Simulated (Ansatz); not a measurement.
**MgF$_{2}$: the gap against volume**

MgF$_{2}$, P4_2/mnm, a = 4.698 Å, c = 3.093 Å. Ansatz: PBE, PAW, 420 eV, Γ-centred 6×6×8 mesh on 6 atoms, Gaussian smearing 0.02 eV; no spin polarisation. Shape and atoms are relaxed at each volume; x = ln(V/V0) with V0 = 11.376 Å³/atom. The gap is read at the mesh points alone.

| x | gap y (eV) |
| --- | --- |
| -0.1278 | 7.720 |
| -0.0943 | 7.477 |
| -0.0619 | ? |
| -0.0305 | 7.035 |
| 0.0000 | 6.835 |
| 0.0296 | 6.648 |
| 0.0583 | 6.475 |
| 0.0953 | 6.265 |

Fit a straight line to the other rows, give the volume deformation potential of the gap and its pressure coefficient, and predict the missing gap. B0 = 90.4 GPa.

Means x = -0.009914, y = 6.9221; Σ(Δx)² = 0.03882, ΣΔxΔy = -0.2545; the slope is their ratio. y = 6.8571 − 6.5561 x. The slope is the deformation potential a = dE_g/d ln V = -6.56 eV, and dE_g/dP = −a/B0 = 72.5 meV/GPa. At x = -0.0619 the fit asked for gives 7.263 eV. The run gave 7.249 eV, so the fit is 0.014 eV too high, within the rms miss on the fitted rows (0.020 eV).

Semilocal functionals give gaps under the measured ones; changes of the gap mostly carry over better.